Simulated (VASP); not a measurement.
**BAs: single point with PBE**

BAs:

```
CELL_PARAMETERS angstrom
0.00000 2.40963 2.40963
2.40963 0.00000 2.40963
2.40963 2.40963 0.00000
ATOMIC_POSITIONS crystal
B 0.25000 0.25000 0.25000
As 0.00000 0.00000 0.00000
```

The cell is a database's computed one.

| Quantity | Value |
| --- | --- |
| Program | VASP 6.6.1 |
| Task | single point |
| Functional | PBE |
| Potentials or basis | VASP PAW PBE potentials, release 64 (B, As) |
| Cutoff | 520 eV |
| k mesh | 6 × 6 × 6 |
| Occupations | gaussian, width 0.1 eV |
| Spin | no spin polarisation |
| Dipole correction | no |
| Further INCAR settings | ALGO = Fast; EDIFF = 1e-07; NBANDS = 11 |

```yaml
Pressure: -0.2 GPa
Band_gap_on_the_k_mesh: 1.29 eV, indirect (least direct gap 3.24 eV)
```

Levels at points of the mesh, in eV from the valence-band top:
```
           k point  band 1  band 2  band 3  band 4  band 5  band 6  band 7  band 8  band 9
(0.00, 0.00, 0.00)  -15.16    0.00    0.00    0.00    3.24    3.24    3.24    4.35    9.46
(0.50, 0.00, 0.00)  -12.39   -8.60   -1.78   -1.78    2.54    4.75    4.75    8.81   12.52
(0.50, 0.50, 0.00)  -11.11   -8.39   -3.97   -3.97    1.46    1.46   11.12   11.12   12.63
```

Run time: 7.5 s on 1 thread of Intel(R) Xeon(R) Platinum 8259CL CPU @ 2.50GHz (Skylake/Cascade Lake) (shared host), peak memory 0.15 GiB.

A k mesh can miss the band edges.
